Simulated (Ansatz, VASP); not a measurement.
**One calculation of Yb, two programs**

File INCAR:

```
SYSTEM = Yb
  PREC = Accurate
  ENCUT = 600
  EDIFF = 1E-6
  ISMEAR = 0
  SIGMA = 0.15
  LREAL = .False.
  LASPH = .True.
  NELM = 100
  ALGO = Normal
  ISIF = 3
  LWAVE = .False.
  LCHARG = .False.
  GGA = PE
  IVDW = 13
  IBRION = 2
  NSW = 50
  EDIFFG = -0.01
```

KPOINTS

```
Automatic mesh
0
Gamma
  8 8 8
  0 0 0
```

Contents of POSCAR:

```
Yb
1.0
    0.0000000000      2.7431000000      2.7431000000
    2.7431000000      0.0000000000      2.7431000000
    2.7431000000      2.7431000000      0.0000000000
Yb
1
Direct
    0.0000000000      0.0000000000      0.0000000000
```

Input for Ansatz:

```yaml
crystal:
  lattice:
    - [0.0, 2.7431, 2.7431]
    - [2.7431, 0.0, 2.7431]
    - [2.7431, 2.7431, 0.0]
  atoms:
    - { symbol: Yb, position: [0.0, 0.0, 0.0] }
basis:
  ecutwfc: 476.19925930478996
kpoints:
  mp_grid:
    grid: [8, 8, 8]
hamiltonian:
  xc: pbe
  dispersion: d4
scf:
  occupations:
    method: gaussian
    width: 0.15
relax:
  max_steps: 30
  cell: {}
```

Alike in both runs: task relaxation of cell and atoms; functional PBE; dispersion D4; k mesh 8 × 8 × 8; occupations gaussian, width 0.15 eV; no spin polarisation.

```csv
,VASP,Ansatz
version,VASP 6.6.1,Ansatz 0.2.0
potentials or method,"VASP PAW PBE potentials, release 64 (Yb)","plane waves, PAW"
plane-wave cutoff (eV),600,476
valence electrons in the cell,24,24
```

VASP gave:

| Item | Value |
| --- | --- |
| relaxed volume (Å³/atom) | 33.27 |
| relaxed cell length with the largest relative difference (Å) | 3.610 |
| energy change over the relaxation (meV/atom) | -84 |

Question: What did Ansatz give for the same quantities?

Answer: Relaxed volume (Å³/atom): 34.04; relaxed cell length with the largest relative difference (Å): 3.638; energy change over the relaxation (meV/atom): -73.

Caveats: the volume moved by over 15 % at a fixed basis, so the end points are rough; the volume moved by -19 % from the deposited cell, more than functionals usually miss; pairwise dispersion overbinds metals, which lowers pressure and volume. Spin polarisation is off, so any magnetic state and its effect on volume and gap are missing. Spin-orbit coupling is left out, which matters for the levels of Yb.
